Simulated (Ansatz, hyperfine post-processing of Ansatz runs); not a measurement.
# Reading the 31P spectrum of LiMnPO4

Calculated values: DFT, r2SCAN, plane-wave PAW, default files (PAW set soft_2), collinear spin, scalar-relativistic (Ansatz), contact and point-dipole shifts scaled to 320 K with Θ = 0 K (a pure Curie law); spin-only moments, above the ordering temperature.

```
Mn P O Li
1.0
     5.31092    0.00000    0.00000
    -2.65546    4.59939    0.00000
     0.00000    0.00000   13.44880
Mn P O Li
3 3 12 3
Direct
  0.50000 0.00000 0.00000
  0.50000 0.50000 0.33333
  0.00000 0.50000 0.66667
  0.50000 0.00000 0.50000
  0.50000 0.50000 0.83333
  0.00000 0.50000 0.16667
  0.77319 0.18120 0.56458
  0.81880 0.22681 0.10208
  0.77319 0.59199 0.76875
  0.81880 0.59199 0.23125
  0.40801 0.22681 0.89792
  0.40801 0.18120 0.43542
  0.59199 0.77319 0.89792
  0.59199 0.81880 0.43542
  0.22681 0.40801 0.76875
  0.18120 0.40801 0.23125
  0.22681 0.81880 0.56458
  0.18120 0.77319 0.10208
  0.00000 0.00000 0.83333
  0.00000 0.00000 0.50000
  0.00000 0.00000 0.16667
```

31P MAS at 9.4 T (162.2 MHz), 20 kHz, 320 K; contact and dipolar shift alone, no orbital or quadrupolar part; lines under 1.5 % of the strongest are left out. NMR lines, with heights relative to the strongest:

```
position (ppm)  intensity
       28820.8        3.8
       28944.1         11
       29067.4         21
       29190.8         35
       29314.1         25
       29437.4         36
       29560.7         25
       29684.1         32
       29807.4         58
       29930.7        100
       30054.1         61
       30177.4         15
       30300.7        3.3
```

**Question.** Which lines are isotropic ones rather than spinning sidebands, and which P atoms give them?

Sidebands are spaced by 123 ppm (the spinning rate over the resonance of 162.2 MHz). An isotropic line need not be the tallest: it is the area-weighted centre of its own family of sidebands, and the one that stays put when the rate is changed. Isotropic shifts: 29684 ppm for atom 4 and the 2 atoms equivalent to it (4 Mn through links of 151° (4)), reduced anisotropy -788 ppm.

[Logs are printed without paths, hosts, clocks, repeated set-up lines and the standing remarks that a program may print on its own settings, such as how far it seeks lower states.]

[Hosts, paths, dates, database ids (printed as entryN), source tags and the programs' standing remarks are cut or masked in the printed files.]
